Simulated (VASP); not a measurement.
# B2As (P4/mbm) in VASP: notebook

Runs on B2As. Level: PBE. Tasks: single point, relaxation of cell and atoms.

Program: VASP 6.6.1. These are calculated values, not measurements. Logs are shortened: lines on timing, memory, paths and dates and some standing lists are left out, and cuts for length are marked.

### Step 1. The structure

The structure is tetragonal, space group P4/mbm (No. 127). The conventional cell has a = 5.300 Å, b = 5.300 Å, c = 2.615 Å, α = 90.00°, β = 90.00°, γ = 90.00°. B (site symmetry m2m) is surrounded by 1 B at 1.61 Å. Around As (site symmetry 4/m) lie 4 B at 2.16 Å.

The cell was built by a generator and needn't be a form met in nature.

### Step 2. Single point, PBE

Input file INCAR:

```
  PREC = Accurate
  ENCUT = 520
  EDIFF = 1E-6
  ISMEAR = 0
  SIGMA = 0.1
  LREAL = F
  LASPH = T
  NELM = 80
  ALGO = Normal
  ISIF = 2
  LWAVE = F
  LCHARG = T
  GGA = PE
  LELF = T
  LVHAR = T
  NBANDS = 20
```

Input file KPOINTS:

```
Automatic mesh
0
Gamma
  4 4 8
```

Input file POSCAR:

```
B2As
1.0
    5.2998338532      0.0000000000      0.0000000000
    0.0000000000      5.2998338532      0.0000000000
    0.0000000000      0.0000000000      2.6152994192
B As
4 2
Direct
    0.1077362066      0.3922637934      0.0000000000
    0.3922637934      0.8922637934      0.0000000000
    0.8922637934      0.6077362066      0.0000000000
    0.6077362066      0.1077362066      0.0000000000
    0.0000000000      0.0000000000      0.0000000000
    0.5000000000      0.5000000000      0.0000000000
```

Potentials or basis: VASP PAW PBE potentials, release 64 (B, As).

The run is started by

```sh
cat potpaw_PBE.64/B/POTCAR potpaw_PBE.64/As/POTCAR > POTCAR
mpirun -np 1 vasp_std > vasp.out
```

OUTCAR:

```text
PREC = Accurate
   ENCUT = 520
   EDIFF = 1E-6
   ISMEAR = 0
   LREAL = F
   LASPH = T
   NELM = 80
   ISIF = 2
   GGA = PE

 ion  position               nearest neighbor table
   1  0.108  0.392  0.000-   3 1.61   5 2.16   6 2.16
   2  0.392  0.892  0.000-   4 1.61   5 2.16   6 2.16
   3  0.892  0.608  0.000-   1 1.61   5 2.16   6 2.16
   4  0.608  0.108  0.000-   2 1.61   5 2.16   6 2.16
   5  0.000  0.000  0.000-   1 2.16   2 2.16   3 2.16   4 2.16
   6  0.500  0.500  0.000-   1 2.16   2 2.16   3 2.16   4 2.16

  LATTYP: Found a simple tetragonal cell.
 ALAT       =     5.2998338532
 C/A-ratio  =     0.4934681901

  Lattice vectors:

 A1 = (   5.2998338532,   0.0000000000,   0.0000000000)
 A2 = (   0.0000000000,   5.2998338532,   0.0000000000)
 A3 = (   0.0000000000,   0.0000000000,   2.6152994192)

Analysis of symmetry for initial positions (statically):
=====================================================================
 Subroutine PRICEL returns:
 Original cell was already a primitive cell.

 Routine SETGRP: Setting up the symmetry group for a
 simple tetragonal supercell.

 Subroutine GETGRP returns: Found 16 space group operations
 (whereof  8 operations were pure point group operations)
 out of a pool of 16 trial point group operations.

The static configuration has the point symmetry C_4h.
 The point group associated with its full space group is D_4h.

Analysis of symmetry for dynamics (positions and initial velocities):
=====================================================================
 Subroutine PRICEL returns:
 Original cell was already a primitive cell.

 Routine SETGRP: Setting up the symmetry group for a
 simple tetragonal supercell.

 Subroutine GETGRP returns: Found 16 space group operations
 (whereof  8 operations were pure point group operations)
 out of a pool of 16 trial point group operations.

The dynamic configuration has the point symmetry C_4h.
 The point group associated with its full space group is D_4h.

 Subroutine INISYM returns: Found 16 space group operations
 (whereof  8 operations are pure point group operations),
 and found     1 'primitive' translations

----------------------------------------------------------------------------------------

                                     Primitive cell

  volume of cell :      73.4592

  direct lattice vectors                    reciprocal lattice vectors
     5.299833853  0.000000000  0.000000000     0.188685160  0.000000000  0.000000000
     0.000000000  5.299833853  0.000000000     0.000000000  0.188685160  0.000000000
     0.000000000  0.000000000  2.615299419     0.000000000  0.000000000  0.382365397

  length of vectors
     5.299833853  5.299833853  2.615299419     0.188685160  0.188685160  0.382365397

  position of ions in fractional coordinates (direct lattice)
     0.107736207  0.392263793  0.000000000
     0.392263793  0.892263793  0.000000000
     0.892263793  0.607736207  0.000000000
     0.607736207  0.107736207  0.000000000
     0.000000000  0.000000000  0.000000000
     0.500000000  0.500000000  0.000000000

  ion indices of the primitive-cell ions
   primitive index   ion index
                 1           1
                 2           2
                 3           3
                 4           4
                 5           5
                 6           6

----------------------------------------------------------------------------------------

 KPOINTS: Automatic mesh

Automatic generation of k-mesh.
 Grid dimensions read from file:
 generate k-points for:    4    4    8

 Generating k-lattice:

  Cartesian coordinates                     Fractional coordinates (reciprocal lattice)
     0.047171290  0.000000000  0.000000000     0.250000000  0.000000000  0.000000000
     0.000000000  0.047171290  0.000000000     0.000000000  0.250000000  0.000000000
     0.000000000  0.000000000  0.047795675     0.000000000  0.000000000  0.125000000

  Length of vectors
     0.047171290  0.047171290  0.047795675

  Shift w.r.t. Gamma in fractional coordinates (k-lattice)
     0.000000000  0.000000000  0.000000000

 Subroutine IBZKPT returns following result:
 ===========================================

 Found     30 irreducible k-points:

 Following reciprocal coordinates:
            Coordinates               Weight
  0.000000  0.000000  0.000000      1.000000
  0.250000  0.000000  0.000000      4.000000
  0.500000  0.000000  0.000000      2.000000
  0.250000  0.250000  0.000000      4.000000
  0.500000  0.250000  0.000000      4.000000
  0.500000  0.500000  0.000000      1.000000
[... 16 lines left out ...]
  0.500000  0.250000  0.375000      8.000000
  0.500000  0.500000  0.375000      2.000000
 [... further k-points ...]
   k-points           NKPTS =     30   k-points in BZ     NKDIM =     30   number of bands    NBANDS=     20
   number of dos      NEDOS =    301   number of ions     NIONS =      6
   total plane-waves  NPLWV =  32000
[... 33 lines left out ...]
   IMIX   =      4    mixing-type and parameters
     AMIX     =   0.40;   BMIX     =  1.00
     AMIX_MAG =   1.60;   BMIX_MAG =  1.00
  volume/ion in A,a.u.               =      12.24        82.62
  Fermi-wavevector in a.u.,A,eV,Ry     =   1.095302  2.069820 16.322715  1.199686
  Thomas-Fermi vector in A             =   2.231623
   LORBIT       =      0    0 simple, 1 ext, 2 COOP (PROOUT), +10 PAW based schemes
   GGA     = PE    functional components
   LHFCALC =     F    Hartree Fock is set to
   AEXX    =    0.0000 exact exchange contribution
   IVDW    =     0    specifies the selected vdW correction
   LEPSILON=     F    determine dielectric tensor
   LRPA    =     F    only Hartree local field effects (RPA)
 non-spin polarized calculation
 Gauss-broadening in eV      SIGMA  =   0.10
  energy-cutoff  :      520.00
  volume of cell :       73.46
 maximum number of plane-waves:      1996
 NGX is ok and might be reduce to    40
   NGX = 19   NGY = 19   NGZ =  9

 number of electron      22.0000001 magnetization

 Free energy of the ion-electron system (eV)
  ---------------------------------------------------
  ext. energy  EPLUGINS =         0.00000000
  ---------------------------------------------------
  free energy    TOTEN  =       -29.97487671 eV

  energy without entropy =      -29.97030154  energy(sigma->0) =      -29.97258912

 E-fermi :   5.7576     XC(G=0): -10.7604

 val. band max:        5.5503405939   @ k =   0.5000   0.5000   0.1250
 cond. band min:       5.7676981365   @ k =   0.5000   0.0000   0.2500
 fundamental gap:      0.2173575426
 Fermi energy:         5.7575843086

 k-point     1 :       0.0000    0.0000    0.0000
  band No.  band energies     occupation
      1      -9.5062      2.00000
      2      -7.3805      2.00000
      3      -3.3921      2.00000
      4      -2.8925      2.00000
      5      -2.8925      2.00000
      6      -1.3149      2.00000
[... 12 lines left out ...]
     19      13.6504      0.00000
     20      13.9825      0.00000

 k-point     2 :       0.2500    0.0000    0.0000
  band No.  band energies     occupation
      1      -9.2685      2.00000
      2      -7.7787      2.00000
      3      -4.0326      2.00000
      4      -2.6740      2.00000
      5      -2.4229      2.00000
      6      -1.1781      2.00000
[... 12 lines left out ...]
     19      13.1057      0.00000
     20      13.6097      0.00000

 k-point     3 :       0.5000    0.0000    0.0000
  band No.  band energies     occupation
      1      -8.6084      2.00000
      2      -8.6084      2.00000
      3      -3.6535      2.00000
      4      -3.6535      2.00000
      5      -1.8153      2.00000
      6      -1.8153      2.00000
[... 12 lines left out ...]
     19      13.0489      0.00000
     20      13.0489      0.00000

 k-point     4 :       0.2500    0.2500    0.0000
  band No.  band energies     occupation
      1      -9.0511      2.00000
      2      -7.9378      2.00000
      3      -4.7532      2.00000
      4      -3.5994      2.00000
      5      -1.1935      2.00000
      6      -0.5882      2.00000
[... 429 lines left out ...]
 k-point    23 :       0.5000    0.2500    0.3750
  band No.  band energies     occupation
      1      -5.9918      2.00000
      2      -5.9918      2.00000
      3      -2.4791      2.00000
      4      -2.4791      2.00000
      5       0.9760      2.00000
      6       0.9760      2.00000
[... 12 lines left out ...]
     19      13.4634      0.00000
     20      13.4634      0.00000

 k-point    24 :       0.5000    0.5000    0.3750
  band No.  band energies     occupation
      1      -5.8380      2.00000
      2      -5.8380      2.00000
      3      -3.0982      2.00000
      4      -3.0982      2.00000
      5       1.2917      2.00000
      6       1.2917      2.00000
[... 12 lines left out ...]
     19      14.0366      0.00000
     20      14.0366      0.00000

 [... further k-points ...]
[... 5 lines left out ...]
  --------------------------------------------------------------------------------------
  -------------------------------------------------------------------------------------
  Total        0.1097120      0.1097120      0.0792832      0.0000000      0.0000000      0.0000000
  in kB        2.3928677      2.3928677      1.7292014      0.0000000      0.0000000      0.0000000
  external PRESSURE =       2.1716456 kB  Pullay stress =       0.0000000 kB

 VOLUME and BASIS-vectors are now :
 -----------------------------------------------------------------------------
  energy-cutoff  :      520.00
  volume of cell :       73.46
      direct lattice vectors                 reciprocal lattice vectors
     5.299833853  0.000000000  0.000000000     0.188685160  0.000000000  0.000000000
     0.000000000  5.299833853  0.000000000     0.000000000  0.188685160  0.000000000
     0.000000000  0.000000000  2.615299419     0.000000000  0.000000000  0.382365397

 POSITION                                       TOTAL-FORCE (eV/Angst)
 -----------------------------------------------------------------------------------
      0.57098      2.07893      0.00000        -0.022854      0.022854     -0.000000
      2.07893      4.72885      0.00000         0.022854      0.022854      0.000000
      4.72885      3.22090      0.00000         0.022854     -0.022854      0.000000
      3.22090      0.57098      0.00000        -0.022854     -0.022854     -0.000000
      0.00000      0.00000      0.00000         0.000000      0.000000     -0.000000
      2.64992      2.64992      0.00000         0.000000      0.000000     -0.000000
 -----------------------------------------------------------------------------------
    total drift:                               -0.000000      0.000000     -0.000000

  FREE ENERGIE OF THE ION-ELECTRON SYSTEM (eV)
  ---------------------------------------------------
  free  energy   TOTEN  =       -29.9748767052 eV

  energy  without entropy=      -29.9703015355  energy(sigma->0) =      -29.97258912
```

Wall time 46 s (1 thread of Intel Xeon Platinum 8375C at 2.90GHz (Ice Lake), shared host); peak memory 0.19 GiB.

Results:

```yaml
Free_energy: -29.9749 eV
Pressure: 0.2 GPa
Largest_force: 0.032 eV/Å
Band_gap_on_the_k_mesh: none (metal or under the smearing width)
```

Forces on the atoms (eV/Å):
```
B   -0.023  0.023  0.000
B    0.023  0.023  0.000
B    0.023 -0.023  0.000
B   -0.023 -0.023  0.000
As   0.000  0.000  0.000
As   0.000  0.000  0.000
```

Levels at points of the mesh, in eV from the Fermi level:
```csv
k point,band 8,band 9,band 10,band 11,band 12,band 13,band 14,band 15,band 16,band 17
"(0.00, 0.00, 0.00)",-5.45,-2.51,1.97,2.70,2.84,4.67,5.73,5.73,6.36,6.85
"(0.50, 0.00, 0.00)",-4.22,-0.82,-0.82,2.32,2.32,3.64,3.64,6.17,6.17,6.58
"(0.50, 0.50, 0.00)",-3.92,-2.44,-2.44,-0.36,-0.36,4.17,4.17,5.35,5.35,7.17
"(0.00, 0.00, 0.50)",-4.38,-3.14,-3.14,-3.05,-0.67,-0.54,-0.54,-0.27,4.32,4.91
"(0.50, 0.00, 0.50)",-4.96,-2.72,-2.72,-2.16,-2.16,0.63,0.63,1.20,1.20,5.47
"(0.50, 0.50, 0.50)",-4.20,-2.16,-2.16,-1.91,-1.91,0.28,0.28,2.51,2.51,2.71
```

### Step 3. Relaxation of cell and atoms, PBE

This run uses another cell than the first one, of 10.14 Å³/atom, 0.828 times its volume.

Input file INCAR:

```
SYSTEM = B2As
  PREC = Accurate
  ENCUT = 600
  EDIFF = 1E-7
  ISMEAR = 0
  SIGMA = 0.1
  LREAL = .FALSE.
  LASPH = .TRUE.
  NELM = 60
  ALGO = Normal
  ISIF = 3
  LWAVE = .FALSE.
  LCHARG = .FALSE.
  GGA = PE
  IBRION = 2
  NSW = 90
  EDIFFG = -0.04
```

Input file KPOINTS:

```
regular mesh
0
G
  4 4 8
  0 0 0
```

Input file POSCAR:

```
B2As
1.0
    5.4946875800      0.0000000000      0.0000000000
    0.0000000000      5.4946875800      0.0000000000
    0.0000000000      0.0000000000      2.0148167400
B As
4 2
Direct
    0.1767953900      0.3232046100      0.0000000000
    0.3232046100      0.8232046100      0.0000000000
    0.8232046100      0.6767953900      0.0000000000
    0.6767953900      0.1767953900      0.0000000000
    0.0000000000      0.0000000000      0.0000000000
    0.5000000000      0.5000000000      0.0000000000
```

Potentials or basis: VASP PAW PBE potentials, release 64 (B, As).

The run is started by

```sh
cat potpaw_PBE.64/B/POTCAR potpaw_PBE.64/As/POTCAR > POTCAR
mpirun -np 1 vasp_std > vasp.out
```

It took 18 min on 1 thread of Intel Xeon Platinum 8375C at 2.90GHz (Ice Lake), shared host; peak memory 0.21 GiB.

Results (log left out):

| Quantity | Value |
| --- | --- |
| Free energy | -29.9742 eV |
| Relaxed volume | 12.26 Å³/atom |
| Relaxed cell | a = 5.300 Å, b = 5.300 Å, c = 2.619 Å, α = 90.00°, β = 90.00°, γ = 90.00° |
| Space group after relaxing (to 0.05 Å) | P4/mbm (No. 127) |
| Energy gained by relaxing | 1213.8 meV/atom |
| Ionic steps | 32 |
| Pressure after relaxing | 0.1 GPa |
| Largest force after relaxing | 0.004 eV/Å |

Forces on the atoms (eV/Å):
```
B    0.003 -0.003  0.000
B   -0.003 -0.003  0.000
B   -0.003  0.003  0.000
B    0.003  0.003  0.000
As   0.000  0.000  0.000
As   0.000  0.000  0.000
```

Stress tensor (GPa, compression positive):
```
 0.30  0.00  0.00
 0.00  0.30  0.00
 0.00  0.00 -0.18
```

The path:
```csv
step,energy change (eV),largest force (eV/Å),pressure (GPa),volume (Å³)
1,0.0000,1.6392,55.42,60.83
2,-1.7736,0.3709,-13.95,96.66
3,-2.7453,0.8683,-0.47,78.13
4,-2.8872,0.8799,-1.59,78.11
5,-3.2979,0.9120,-4.36,78.02
6,-3.9009,1.1002,-5.07,77.75
7,5.0604,23.0846,53.16,76.81
8,-3.9769,1.1357,-4.99,77.74
9,-3.5298,0.7807,8.32,77.34
10,-4.0461,1.0796,-4.04,77.68
11,-4.0643,0.8705,-2.15,77.59
12,-4.0797,0.8408,-2.01,77.58
13,-4.1224,0.7537,-1.53,77.55
14,-4.1904,0.5768,-0.30,77.49
15,-4.2412,0.1564,3.51,77.36
16,-4.2456,0.2510,2.00,77.40
17,-4.3504,0.1742,1.84,77.42
18,-4.6396,0.1228,1.61,77.48
19,-5.0351,1.3670,1.89,77.57
20,-4.6439,6.6334,6.76,77.62
21,-5.1178,2.3034,2.52,77.60
22,-5.2905,1.9696,1.13,77.74
23,-5.7114,1.1644,-2.38,78.14
24,-6.2088,0.1784,-7.75,78.83
25,-6.5028,1.6921,-12.17,79.82
26,-6.9934,1.4802,-7.65,76.78
27,-7.1331,1.4465,-3.88,74.95
28,-6.9900,1.1216,7.21,71.23
29,-7.1489,1.3927,-1.34,73.95
30,-7.1497,1.4057,-1.90,74.16
31,-7.2557,0.6835,-0.89,73.82
32,-7.2825,0.0045,0.14,73.56
```

Final structure:
```
B As
1.0
     5.30020    0.00000    0.00000
     0.00000    5.30020    0.00000
     0.00000    0.00000    2.61869
B As
4 2
Cartesian
  0.5703 2.0798 0.0000
  2.0798 4.7299 0.0000
  4.7299 3.2204 0.0000
  3.2204 0.5703 0.0000
  0.0000 0.0000 0.0000
  2.6501 2.6501 0.0000
```

Levels at points of the mesh, in eV from the Fermi level:
```csv
k point,band 9,band 10,band 11,band 12,band 13,band 14,band 15
"(0.00, 0.00, 0.00)",-2.50,1.97,2.66,2.85,4.64,5.73,6.31
"(0.50, 0.00, 0.00)",-0.82,-0.82,2.33,2.33,3.61,3.61,6.18
"(0.50, 0.50, 0.00)",-2.43,-2.43,-0.36,-0.36,4.14,4.14,5.32
"(0.00, 0.00, 0.50)",-3.15,-3.15,-3.05,-0.67,-0.53,-0.53,-0.27
"(0.50, 0.00, 0.50)",-2.71,-2.71,-2.17,-2.17,0.64,0.64,1.19
"(0.50, 0.50, 0.50)",-2.17,-2.17,-1.91,-1.91,0.27,0.27,2.53
```

Caveat: the k mesh is coarse (spacing up to 0.39 Å⁻¹), so the values aren't converged; the volume moved by over 15 % at a fixed basis, so the end points are rough; the bands computed are all filled at some k points, so no gap is given.

### Step 4. Single point, PBE

This run uses another cell than the first one, of 10.14 Å³/atom, 0.828 times its volume.

Input file INCAR:

```
  PREC = Accurate
  ENCUT = 520
  EDIFF = 1E-6
  ISMEAR = 0
  SIGMA = 0.1
  LREAL = False
  LASPH = True
  NELM = 60
  ALGO = Normal
  ISIF = 2
  LWAVE = False
  LCHARG = False
  GGA = PE
  NBANDS = 20
```

Input file KPOINTS:

```
regular mesh
0
Gamma
  4 4 8
```

POSCAR is that of step 3.

The run is started by

```sh
cat potpaw_PBE.64/B/POTCAR potpaw_PBE.64/As/POTCAR > POTCAR
mpirun -np 1 vasp_std > vasp.out
```

It took 46 s on 1 thread of Intel Xeon Platinum 8375C at 2.90GHz (Ice Lake), shared host; peak memory 0.18 GiB.

Results (log left out):

| Property | Result |
| --- | --- |
| Free energy | -22.6886 eV |
| Pressure | 55.4 GPa |
| Largest force | 1.640 eV/Å |
| Band gap on the k mesh | none (metal or under the smearing width) |

Forces in eV/Å, atoms in the order of the input:
```
B   -1.159  1.159  0.000
B    1.159  1.159  0.000
B    1.159 -1.159  0.000
B   -1.159 -1.159  0.000
As   0.000  0.000  0.000
As   0.000  0.000  0.000
```

Stress tensor (GPa, compression positive):
```
38.34  0.00  0.00
 0.00 38.34  0.00
 0.00  0.00 89.60
```

Levels at points of the mesh, in eV from the Fermi level:
```tsv
k point	band 9	band 10	band 11	band 12	band 13	band 14	band 15	band 16
(0.00, 0.00, 0.00)	-5.11	-0.16	1.62	1.62	1.80	3.89	4.88	4.88
(0.50, 0.00, 0.00)	-2.13	-2.13	-1.55	-1.55	2.19	2.19	6.18	6.18
(0.50, 0.50, 0.00)	-2.69	-2.69	-1.07	-1.07	1.98	1.98	4.82	4.82
(0.00, 0.00, 0.50)	-2.85	-2.18	-2.18	-1.32	0.07	1.47	3.07	4.31
(0.50, 0.00, 0.50)	-3.28	-3.28	-2.64	-2.64	2.02	2.02	3.63	3.63
(0.50, 0.50, 0.50)	-1.96	-1.96	-1.44	-1.44	2.65	2.65	3.44	3.44
```

Caveat: the k mesh is coarse (spacing up to 0.39 Å⁻¹), so the values aren't converged; a pressure of tens of GPa on the cell as given is suspect, and the run, the potentials or the cell itself is likely at fault; forces of over 1 eV/Å show positions far from the minimum, so gaps and moduli don't describe the material at rest.

### Step 5. The runs side by side

| task | cell | cutoff (eV) | mesh quality | gap on the mesh (eV) | pressure (GPa) | largest force (eV/Å) |
| --- | --- | --- | --- | --- | --- | --- |
| single point | P4/mbm, 12.24 Å³/atom | 520 | not flagged | none | 0.2 | 0.03 |
| relaxation of cell and atoms | relaxed | 600 | coarse | - | 0.1 | - |
| single point | P4/mbm, 10.14 Å³/atom | 520 | coarse | none | 55.4 | 1.64 |

Alike in all rows: level PBE; potentials or basis VASP PAW PBE potentials, release 64 (B, As); no spin polarisation; k mesh 4 × 4 × 8; smearing gaussian 0.1 eV.

Caveats: some runs use coarse meshes; the volume moved by over 15 % at a fixed basis, so the end points are rough (some runs); the bands computed are all filled at some k points, so no gap is given (some runs); a pressure of tens of GPa on the cell as given is suspect, and the run, the potentials or the cell itself is likely at fault (some runs); forces of over 1 eV/Å show positions far from the minimum, so gaps and moduli don't describe the material at rest (some runs).

Absolute energies hang on the potentials; compare differences alone.
